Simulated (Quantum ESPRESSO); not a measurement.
Hf:

```
Hf
1.0
    -1.80500    1.80500    1.80500
     1.80500   -1.80500    1.80500
     1.80500    1.80500   -1.80500
Hf
1
Direct
  0.00000 0.00000 0.00000
```

This isn't the form of Hf at room conditions, which is hcp.

| Property | Result |
| --- | --- |
| Program | Quantum ESPRESSO 7.5 |
| Task | relaxation of cell and atoms |
| Functional | PBE |
| Potentials or basis | PseudoDojo 0.4.1 SR PBE standard |
| Cutoff | 789 eV |
| Density cutoff | 3157 eV |
| k mesh | 10 × 10 × 10 |
| Occupations | fermi-dirac, width 0.05 eV |
| Spin | no spin polarisation |

At the start: pressure -4.9 GPa; volume 23.52 Å³/atom.

Question: How do energy, volume and symmetry change on relaxing?

Answer: Over 7 steps the energy falls by 18.5 meV/atom and the volume is 22.33 Å³/atom (-5.1 %); space group Im-3m (No. 229, to 0.05 Å).

Step by step:
```tsv
step	energy change (eV)	largest force (eV/Å)	pressure (GPa)	volume (Å³)
1	0.0000	0.0000	-4.86	23.52
2	-0.0121	0.0000	-2.95	23.03
3	-0.0183	0.0000	0.42	22.25
4	-0.0184	0.0000	0.37	22.26
5	-0.0184	0.0000	0.29	22.28
6	-0.0184	0.0000	0.17	22.31
7	-0.0185	0.0000	0.04	22.33
```

Final structure:
```
Hf
1.0
     3.07281    0.00000    0.00000
    -1.02427    2.89707    0.00000
    -1.02427   -1.44854    2.50894
Hf
1
Direct
  0.00000 0.00000 0.00000
```
